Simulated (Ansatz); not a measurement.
# LiHI2: energies, forces and stress near the listed structure

Aim: see how energy, forces, stress and gap of LiHI2 answer to swapped elements. Nothing is relaxed unless a step says so.

Method: DFT PBEsol, scalar-relativistic, plane waves, PAW, in Ansatz 0.2.0.

1 further run of the same task is left out (it didn't finish).

## (1) The starting structure

The structure is trigonal, space group R-3m (No. 166). Conventional cell: a = 3.899 Å, b = 3.899 Å, c = 16.873 Å, α = 90.00°, β = 90.00°, γ = 120.00°. Around Li (site symmetry -3m) lie 6 I at 2.54 Å. H (site symmetry -3m) is surrounded by 2 I at 1.65 Å. I (site symmetry 3m) is surrounded by 1 H at 1.65 Å.

Structure file:

```xyz
4
Lattice="1.9494 1.1255 5.6244 -1.9494 1.1255 5.6244 0.0000 -2.2510 5.6244" Properties=species:S:1:pos:R:3 pbc="T T T"
Li    0.0000    0.0000    0.0000
H     0.0000    0.0000    8.4366
I     0.0000    0.0000    6.7916
I     0.0000    0.0000   10.0816
```

It was made, by the change told below, from a structure of the Materials Project.

## (2) Substitution of an element, cell strained: F → I, first probe

The structure above already holds this change against its source: I takes all sites of F, and lengths are scaled by 1.360 as a first guess of the size; strain xx, yy, zz, yz, xz, xy = -2.3, -2.3, -5.3, +0.0, +0.0, +0.0 %; atoms moved by 0.10 Å root mean square, at most 0.14 Å.

input.yaml reads:

```yaml
crystal:
  lattice:
    - [1.9493814084, 1.1254758809, 5.624397094]
    - [-1.9493814084, 1.1254758809, 5.624397094]
    - [0.0, -2.2509517618, 5.624397094]
  atoms:
    - { symbol: Li, position: [0.0, 0.0, 0.0] }
    - { symbol: H, position: [0.5, 0.5, 0.5] }
    - { symbol: I, position: [0.4025064112, 0.4025064112, 0.4025064112] }
    - { symbol: I, position: [0.5974935888, 0.5974935888, 0.5974935888] }
basis:
  ecutwfc: 420
kpoints:
  mp_grid: { grid: [6, 6, 6] }
hamiltonian:
  xc: pbesol
scf:
  occupations: { method: gaussian, width: 0.1 }
output:
  forces: true
  stress: true
  eigenvalues: true
```

On the command line:

```
$ ansatz run input.yaml --threads 1 --pin off --max-ram 1331MiB --backend cpu --events-out ev --progress --plain --runs-dir out
```

## (3) One element swapped, cell strained: F → I

Edit input.yaml of step 2 so:

```diff
@@ -13,3 +13,3 @@
 kpoints:
-  mp_grid: { grid: [6, 6, 6] }
+  mp_grid: { grid: [9, 9, 9] }
 hamiltonian:
@@ -17,3 +17,3 @@
 scf:
-  occupations: { method: gaussian, width: 0.1 }
+  occupations: { method: gaussian, width: 0.02 }
 output:
```

What does the calculation give? Wanted: for each run, case; energy; pressure; largest force.

As calculated:

| step | case | energy (meV/atom) | pressure (GPa) | largest force (eV/Å) | gap on the mesh (eV) |
| --- | --- | --- | --- | --- | --- |
| 3 | one element swapped, cell strained: F → I | +0.0 | 27.2 | 1.15 | 1.48 |

Energies are counted from step 3, with the smearing taken to zero. 

These runs have no spin-orbit coupling; with I it would split and shift bands.

The gaps are Kohn-Sham values of a semilocal functional, not quasiparticle or optical gaps. Such gaps usually fall short of the measured ones; spin-orbit coupling, left out here, narrows gaps with I, so the two errors partly cancel.
